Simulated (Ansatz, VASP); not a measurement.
# One calculation of Re, two programs

File INCAR:

```
SYSTEM = Re
PREC     = Accurate       ! precision mode
ENCUT    = 520            ! plane-wave cutoff, eV
EDIFF    = 1E-7           ! SCF threshold, eV
ISMEAR   = 0              ! smearing method
SIGMA    = 0.15           ! smearing width, eV
LREAL    = .False.        ! projectors in reciprocal space
LASPH    = .True.         ! aspherical terms in the spheres
NELM     = 100            ! most SCF steps
ALGO     = Fast           ! electronic algorithm
ISIF     = 2              ! what is computed and relaxed
LWAVE    = .False.        ! write WAVECAR
LCHARG   = .True.         ! write CHGCAR
GGA      = PE             ! functional
LELF     = .True.         ! ELF
LVHAR    = .True.       
NBANDS   = 10             ! bands
```

Contents of KPOINTS:

```
Automatic mesh
0
Gamma
  20 20 20
  0 0 0
```

The input POSCAR:

```
Re
1.0
    0.0000000000      2.0737500000      1.8762500000
    2.0737500000      0.0000000000      1.8762500000
    2.0737500000      2.0737500000      0.0000000000
Re
1
Direct
    0.0000000000      0.0000000000      0.0000000000
```

Input for Ansatz:

```yaml
crystal:
  lattice:
    - [0.0, 2.07375, 1.87625]
    - [2.07375, 0.0, 1.87625]
    - [2.07375, 2.07375, 0.0]
  atoms:
    - { symbol: Re, position: [0.0, 0.0, 0.0] }
basis:
  ecutwfc: 420
kpoints:
  mp_grid: { grid: [20, 20, 20] }
hamiltonian:
  xc: pbe
scf:
  occupations: { method: gaussian, width: 0.15 }
output:
  forces: true
  stress: true
  eigenvalues: true
```

Change from the starting cell: strain +0.050 along x and y, -0.050 along z, atoms carried along.

Alike in both runs: task single point; functional PBE; k mesh 20 × 20 × 20; occupations gaussian, width 0.15 eV; no spin polarisation.

|  | VASP | Ansatz |
| --- | --- | --- |
| version | VASP 6.6.1 | Ansatz 0.2.0 |
| potentials or method | VASP PAW PBE potentials, release 64 (Re) | scalar-relativistic, plane waves, PAW |
| plane-wave cutoff (eV) | 520 | 420 |
| valence electrons in the cell | 7 | 15 |

```tsv
	VASP	Ansatz	Ansatz less VASP
gap on the k mesh at the Fermi level (eV)	none	none	-
pressure (GPa)	-22.3	-21.5	+0.83
largest component of the traceless stress (GPa)	11.23	11.31	+0.089
```

A gap of «none» marks a metal or a gap that the smearing closes. The functional is the same, so the differences come from potentials, cutoffs and numerics. The two sets of potentials don't hold the same shells in valence.

Caveats: so large a pressure means that the cell lies far from this level's equilibrium, or that cutoff or potentials fall short (VASP). The runs have no spin-orbit coupling, so splittings on Re are missing.
